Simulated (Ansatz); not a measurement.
Al:

```
Al
1.0
     0.00000    2.02481    2.02481
     2.02481    0.00000    2.02481
     2.02481    2.02481    0.00000
Al
1
Direct
  0.00000 0.00000 0.00000
```

| Item | Value |
| --- | --- |
| Program | Ansatz 0.2.0 |
| Task | phonons |
| Functional | LDA |
| Potentials or basis | all-electron LAPW, scalar-relativistic |
| Cutoff | 144 eV (chosen from the basis error) |
| Basis error allowed | 0.001 eV/atom |
| k mesh | 8 × 8 × 8 |
| Occupations | fermi-dirac, width 0.05 eV |
| Spin | no spin polarisation |
| Phonon path | ["G", "X", "W", "K", "G", "L"] |

Q: Is this structure dynamically stable at this level, and how far does the spectrum reach?

A: Yes, as far as this q mesh shows: no mode on the path is imaginary. The highest frequency is 330 cm⁻¹.

A q mesh this small can miss soft modes between its points.

Caveat: the k mesh is thin for a metal, which can move the energy by tens of meV per atom; a metal's response needs a denser mesh.
